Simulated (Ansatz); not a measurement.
# WSe2: the cost of one run

Program: Ansatz 0.2.0. Level of theory: DFT PBEsol, scalar-relativistic, plane waves, PAW. These are calculated values, not measurements.

2 further runs of the same task are left out: 2 set aside as unsound or not needed. Runs told in other sessions of the task aren't counted.

## 1. The system as given

It takes space group P-3m1 (No. 164, trigonal). The conventional cell has a = 3.271 Å, b = 3.271 Å, c = 23.987 Å, α = 90.00°, β = 90.00°, γ = 120.00°. W (site symmetry 3m) is surrounded by 6 Se at 2.52 Å. Around Se (site symmetry 3m) lie 3 W at 2.52 Å.

Coordinates:

```cif
data_structure
_symmetry_space_group_name_H-M 'P 1'
_symmetry_Int_Tables_number 1
_cell_length_a 3.2706
_cell_length_b 3.2706
_cell_length_c 23.9870
_cell_angle_alpha 90.000
_cell_angle_beta 90.000
_cell_angle_gamma 120.000
_cell_volume 222.21
loop_
_atom_site_label
_atom_site_type_symbol
_atom_site_fract_x
_atom_site_fract_y
_atom_site_fract_z
_atom_site_occupancy
W1 W 0.66667 0.33333 0.13762 1
W2 W 0.33333 0.66667 0.86238 1
Se1 Se 0.33333 0.66667 0.20734 1
Se2 Se 0.66667 0.33333 0.93219 1
Se3 Se 0.33333 0.66667 0.06781 1
Se4 Se 0.66667 0.33333 0.79266 1
```

It goes back to an entry of the Materials Project, which need not be the stable form.

It is the result of an earlier relaxation at this level (volume 37.03 Å³/atom; gap on the mesh: 1.50 eV).

## 2. Plan of the scan

Atoms count from 1 in the order of the input.

One atom moved over a plane, all else fixed.

The axes are (1) shift of W1 along [1 0 0]: 7 values from −0.83 Å; (2) shift of W1 along [0 0 1]: 7 values from −0.83 Å.

Nothing else is relaxed (all other atoms fixed). Energies count from the relaxed crystal. Points are written as (first, second).

## 3. The run at (0.00 Å, −0.28 Å)

input.yaml

```yaml
crystal:
  lattice:
    - [3.2705808386, 0.0, 0.0]
    - [-1.6352904193, 2.8324060913, 0.0]
    - [0.0, 0.0, 23.9869951139]
  atoms:
    - { symbol: W, position: [0.6666666667, 0.3333333333, 0.1260867242] }
    - { symbol: W, position: [0.3333333333, 0.6666666667, 0.8623778584] }
    - { symbol: Se, position: [0.3333333333, 0.6666666667, 0.2073407565] }
    - { symbol: Se, position: [0.6666666667, 0.3333333333, 0.9321940382] }
    - { symbol: Se, position: [0.3333333333, 0.6666666667, 0.0678059618] }
    - { symbol: Se, position: [0.6666666667, 0.3333333333, 0.7926592435] }
basis:
  ecutwfc: 420
kpoints:
  mp_grid: { grid: [9, 9, 2] }
hamiltonian:
  xc: pbesol
  pseudopotentials: { kind: paw, azcp: { folder: soft_1 } }
scf:
  occupations: { method: gaussian, width: 0.05 }
output:
  forces: true
  stress: true
  eigenvalues: true
```

On the command line:

```bash
> ansatz run input.yaml --threads 2 --pin off --max-ram 4096MiB --backend cpu --events-out ev --progress --plain --runs-dir out
```

What time and memory should one allow on 2 threads of Arm Neoverse N1, shared host?

About 27 s, with a peak of 0.56 GiB.
